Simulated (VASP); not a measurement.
CaSe:

```xyz
2
Lattice="0.0000 2.9560 2.9560 2.9560 0.0000 2.9560 2.9560 2.9560 0.0000" Properties=species:S:1:pos:R:3 pbc="T T T"
Se    2.9560    2.9560    2.9560
Ca    0.0000    0.0000    0.0000
```

```yaml
Program: VASP 6.6.1
Task: single point
Functional: r2SCAN
Potentials_or_basis: VASP PAW PBE potentials, release 64 (Se, Ca_sv)
Cutoff: 900 eV
k_mesh: 8 × 8 × 8
Occupations: gaussian, width 0.02 eV
Spin: no spin polarisation
```

On this cell: pressure 0.9 GPa; largest force zero by symmetry; band gap on the k mesh 2.49 eV, indirect (least direct gap 3.44 eV).

The same run follows on a disturbed copy (grid = ENCUT=900 k=8x8x8 ISMEAR=0 SIGMA=0.02 PREC=Accurate EDIFF=1e-08 LREAL=False ADDGRID=False LASPH=True; atoms moved at random, drawn with an rms of 0.1 Å):

```xyz
2
Lattice="0.0000 2.9560 2.9560 2.9560 0.0000 2.9560 2.9560 2.9560 0.0000" Properties=species:S:1:pos:R:3 pbc="T T T"
Se    2.9274    3.0033    2.9611
Ca   -0.0352   -0.0020    0.0169
```

Problem. What does the disturbed cell give?

Solution. The energy moves by +2.3 meV/atom; pressure 0.9 GPa; largest force 0.177 eV/Å; band gap on the k mesh 2.50 eV, indirect (least direct gap 3.44 eV).

Forces on the atoms (eV/Å):
```
Se  -0.023 -0.170  0.040
Ca   0.023  0.170 -0.040
```

Stress tensor (GPa, compression positive):
```
 0.83 -0.01  0.00
-0.01  1.01  0.01
 0.00  0.01  0.84
```

Caveats: the PAW data sets were made with another functional, which shifts forces and pressure a little.

A k mesh can miss the band edges.
